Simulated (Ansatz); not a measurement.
**Contact densities of Sc against volume**

```yaml
crystal:
  lattice:
    - [0.00000, 2.27050, 2.27050]
    - [2.27050, 0.00000, 2.27050]
    - [2.27050, 2.27050, 0.00000]
  atoms:
    - { symbol: Sc, position: [0.00000, 0.00000, 0.00000] }
```

The cell is COD entry 9008483, as deposited and not checked against the literature; nothing was relaxed.

Spin polarisation is left out, and whether a magnetic state lies lower isn't shown here.

Level of theory: Ansatz 0.2.0, DFT, PBE, all-electron PAW with datasets made for the crystal, scalar-relativistic.

Numerical set-up: a Γ-centred 12×12×12 k mesh, Fermi–Dirac smearing of 0.03 eV, cutoff 220 eV (chosen by the program for this cell), no spin polarisation.

The contact density is the mean electron density over the nuclear volume; its changes follow the s electrons' response to bonding and compression. Changes below are taken from the unscaled cell, where it is 48609.2 e/Å³ at Sc.

The datasets are made afresh for each cell, so very small changes are uncertain.

(1) Does compression raise or lower the contact density at Sc?

(2) Tabulate the changes with volume.

Results:

(1) It raises it, by 1.06 e/Å³ over the whole range.

(2) 
```
V/V(cell)  P (GPa)  Δρ(0) Sc (e/Å³)
   0.9500      6.3             0.56
   1.0000      2.9             0.00
   1.0500      0.2            -0.50
```
